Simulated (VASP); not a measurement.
**BN: phonons with AM05**

BN:

```xyz
2
Lattice="0.0000 1.8130 1.8130 1.8130 0.0000 1.8130 1.8130 1.8130 0.0000" Properties=species:S:1:pos:R:3 pbc="T T T"
B     0.0000    0.0000    0.0000
N     0.9065    0.9065    0.9065
```

The cell is a database's computed one.

| Item | Value |
| --- | --- |
| Program | VASP 6.6.1 |
| Task | phonons |
| Functional | AM05 |
| Potentials or basis | VASP PAW PBE potentials, release 64 (B, N) |
| Cutoff | 600 eV |
| k mesh | 12 × 12 × 12 |
| Occupations | gaussian, width 0.02 eV |
| Spin | no spin polarisation |
| By perturbation theory | yes |
| Further INCAR settings | ALGO = Normal; EDIFF = 1e-08; IBRION = 8; NSW = 1 |

```yaml
Relaxed_volume: 5.85 Å³/atom
Relaxed_cell: a = 2.549 Å, b = 2.549 Å, c = 2.549 Å, α = 60.00°, β = 60.00°, γ = 60.00°
Space_group_after_relaxing_to_0.05_Å: F-43m (No. 216)
Highest_phonon_frequency_at_Γ_LO-TO_splitting_left_out: 1053 cm⁻¹
```

The path:
```tsv
step	energy change (eV)	largest force (eV/Å)	pressure (GPa)	volume (Å³)
1	0.0000	0.0000	-6.63	11.92
2	0.0003	0.0000	7.27	11.50
3	-0.0044	0.0000	-0.02	11.71
```

Final structure:
```
CELL_PARAMETERS angstrom
0.00000 1.80236 1.80236
1.80236 0.00000 1.80236
1.80236 1.80236 0.00000
ATOMIC_POSITIONS crystal
B 0.00000 0.00000 0.00000
N 0.25000 0.25000 0.25000
```

Phonon frequencies in cm⁻¹ (negative: imaginary):
| q point | frequencies |
| --- | --- |
| (0.000, 0.000, 0.000) | 0 0 0 1053 1053 1053 |

Wall time 45 s on 1 thread of Intel(R) Xeon(R) 6975P-C (Granite Rapids), with other jobs on the host, peak memory 0.19 GiB.

Caveat: the PAW data sets were made with another functional, which shifts forces and pressure a little.
